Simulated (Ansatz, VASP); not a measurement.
# Ta in VASP and in Ansatz

```
Ta
1.0
    -1.65128    1.65128    1.65128
     1.65128   -1.65128    1.65128
     1.65128    1.65128   -1.65128
Ta
1
Direct
  0.00000 0.00000 0.00000
```

Alike in both runs: task relaxation of cell and atoms; functional LDA; k mesh 11 × 11 × 11; occupations fermi-dirac, width 0.05 eV; no spin polarisation.

|  | VASP | Ansatz |
| --- | --- | --- |
| version | VASP 6.6.1 | Ansatz 0.2.0 |
| potentials or method | VASP PAW LDA potentials, release 64 (Ta_pv) | Ansatz PAW |
| plane-wave cutoff (eV) | 600 | 420 |
| valence electrons in the cell | 11 | 13 |

```tsv
	VASP	Ansatz	Ansatz less VASP
relaxed volume (Å³/atom)	17.29	17.21	-0.074
relaxed cell length with the largest relative difference (Å)	2.821	2.817	-0.0041
energy change over the relaxation (meV/atom)	-20	-24	-4.1
```

The two sets of potentials don't hold the same shells in valence.

Caveats: the plane-wave basis is chosen anew once the cell has moved, so the energies of steps on either side of that aren't comparable (Ansatz); the PAW data sets come from PBE, with cores solved anew for the run's functional, which leaves a small shift of forces and pressure (Ansatz). The runs have no spin-orbit coupling, so splittings on Ta are missing. Zero-point motion and thermal expansion aren't in these numbers. LDA usually gives volumes a few per cent too small.
